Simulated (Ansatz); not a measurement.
**Te2Mo: further runs on the relaxed cell**

One table from this session's results is given with a row withheld; the runs are named, their logs left out.

Program: Ansatz 0.2.0. Level of theory: DFT PBE+D3(BJ), scalar-relativistic, plane waves, PAW. These are calculated values, not measurements.

1 further run of the same task is left out (set aside as unsound or not needed).

### The system as given

The structure is hexagonal, space group P6_3/mmc (No. 194). Conventional cell: a = 3.496 Å, b = 3.496 Å, c = 13.702 Å, α = 90.00°, β = 90.00°, γ = 120.00°. Around Te (site symmetry 3m) lie 3 Mo at 2.72 Å. Mo (site symmetry -6m2) has 6 Te at 2.72 Å as nearest neighbours.

As a file:

```
Te Mo
1.0
     3.49637    0.00000    0.00000
    -1.74819    3.02795    0.00000
     0.00000    0.00000   13.70174
Te Mo
4 2
Direct
  0.33333 0.66667 0.61735
  0.66667 0.33333 0.11735
  0.33333 0.66667 0.88265
  0.66667 0.33333 0.38265
  0.33333 0.66667 0.25000
  0.66667 0.33333 0.75000
```

This cell was relaxed beforehand with the same method: volume 24.18 Å³/atom, gap on the mesh 0.67 eV.

Set-up of the first run:

Input file input.yaml:

```yaml
crystal:
  lattice:
    - [3.4963748104, 0.0, 0.0]
    - [-1.7481874052, 3.0279494069, 0.0]
    - [0.0, 0.0, 13.7017420245]
  atoms:
    - { symbol: Te, position: [0.3333333333, 0.6666666667, 0.6173474405] }
    - { symbol: Te, position: [0.6666666667, 0.3333333333, 0.1173474405] }
    - { symbol: Te, position: [0.3333333333, 0.6666666667, 0.8826525595] }
    - { symbol: Te, position: [0.6666666667, 0.3333333333, 0.3826525595] }
    - { symbol: Mo, position: [0.3333333333, 0.6666666667, 0.25] }
    - { symbol: Mo, position: [0.6666666667, 0.3333333333, 0.75] }
basis:
  ecutwfc: 420
kpoints:
  mp_grid: { grid: [9, 9, 2] }
  band_path:
    path:
      - [[0.0, 0.0, 0.0], [0.5, 0.0, 0.0], [0.33333333, 0.33333333, 0.0], [0.0, 0.0, 0.0], [0.0, 0.0, 0.5], [0.5, 0.0, 0.5], [0.33333333, 0.33333333, 0.5], [0.0, 0.0, 0.5]]
      - [[0.5, 0.0, 0.5], [0.5, 0.0, 0.0]]
      - [[0.33333333, 0.33333333, 0.5], [0.33333333, 0.33333333, 0.0]]
    npoints: 14
hamiltonian:
  xc: pbe
  dispersion: d3bj
scf:
  occupations: { method: gaussian, width: 0.02 }
  n_extra_bands: 15
output:
  forces: true
  stress: true
  eigenvalues: true
  populations: true
  dos: { projected: true, de: 0.02, nscf_kmesh: { grid: [14, 14, 3] } }
  bader: true
  write_density: true
  write_potential: true
  elf: true
  volumetric_format: npy
```

On the command line:

```console
$ ansatz run input.yaml --threads 4 --pin off --max-ram 10240MiB --backend cpu --events-out ev --progress --plain --runs-dir out
```

Among the steps run: Static run: bands, density of states and charges; The cell under PBEsol; Relaxing with LDA; Relaxing with PBE.

One table of the session follows, with a row left open; its other results are not shown here.

It belongs to the step «Relaxed cells side by side». 

| functional | a (Å) | b (Å) | c (Å) | volume (Å³/atom) | gap on the mesh (eV) |
| --- | --- | --- | --- | --- | --- |
| PBE+D3(BJ) | 3.496 | 3.496 | 13.702 | 24.18 | 0.67 |
| PBEsol | 3.494 | 3.494 | 14.010 | 24.69 | 0.80 |
| LDA | ? | ? | ? | ? | ? |
| PBE | 3.557 | 3.557 | 15.325 | 27.98 | 1.03 |

**Question.** Estimate the row for LDA.

As computed: a (Å): 3.473; b (Å): 3.473; c (Å): 13.764; volume (Å³/atom): 23.97; gap on the mesh (eV): 0.72. In the column «a (Å)» it is the lowest.

To keep in mind: Warnings in the runs' records: relaxed geometry near dispersion switch.
